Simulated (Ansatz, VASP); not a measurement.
## One calculation of BaS, two programs

INCAR

```
ALGO = Normal ; EDIFF = 1E-6
ENCUT = 520 ; GGA = PS
ISIF = 2 ; ISMEAR = 0
LASPH = True ; LCHARG = False
LREAL = False ; LWAVE = False
NBANDS = 15 ; NELM = 100
PREC = Accurate ; SIGMA = 0.05
```

KPOINTS

```
k-points
0
Gamma
  6 6 6
```

Contents of POSCAR:

```
BaS
1.0
    0.0000000000      3.1855725142      3.1855725142
    3.1855725142      0.0000000000      3.1855725142
    3.1855725142      3.1855725142      0.0000000000
Ba S
1 1
Direct
    0.5000000000      0.5000000000      0.5000000000
    0.0000000000      0.0000000000      0.0000000000
```

Input for Ansatz:

```yaml
crystal:
  lattice:
    - [0.0, 3.1855725142, 3.1855725142]
    - [3.1855725142, 0.0, 3.1855725142]
    - [3.1855725142, 3.1855725142, 0.0]
  atoms:
    - { symbol: Ba, position: [0.5, 0.5, 0.5] }
    - { symbol: S, position: [0.0, 0.0, 0.0] }
basis:
  ecutwfc: 420
  ecutrho_ratio: 4
kpoints:
  mp_grid: { grid: [6, 6, 6] }
hamiltonian:
  xc: pbesol
scf:
  occupations: { method: gaussian, width: 0.05 }
output:
  forces: true
  stress: true
  eigenvalues: true
```

Alike in both runs: task single point; functional PBEsol; k mesh 6 × 6 × 6; occupations gaussian, width 0.05 eV; no spin polarisation.

|  | VASP | Ansatz |
| --- | --- | --- |
| version | VASP 6.6.1 | Ansatz 0.2.0 |
| potentials or method | VASP PAW PBE potentials, release 64 (Ba_sv, S) | scalar-relativistic, plane waves, PAW |
| plane-wave cutoff (eV) | 520 | 420 |
| valence electrons in the cell | 16 | 16 |

|  | VASP | Ansatz | Ansatz less VASP |
| --- | --- | --- | --- |
| gap on the k mesh at the Fermi level (eV) | 1.97 | 2.07 | +0.101 |
| least direct gap on the mesh (eV) | 2.10 | 2.17 | +0.068 |
| pressure (GPa) | -0.2 | -0.8 | -0.64 |

Caveats: the PAW data sets were made with another functional, which shifts forces and pressure a little (VASP); spin-orbit coupling is left out, which moves the levels of the heavy elements. A k mesh can miss the band edges.
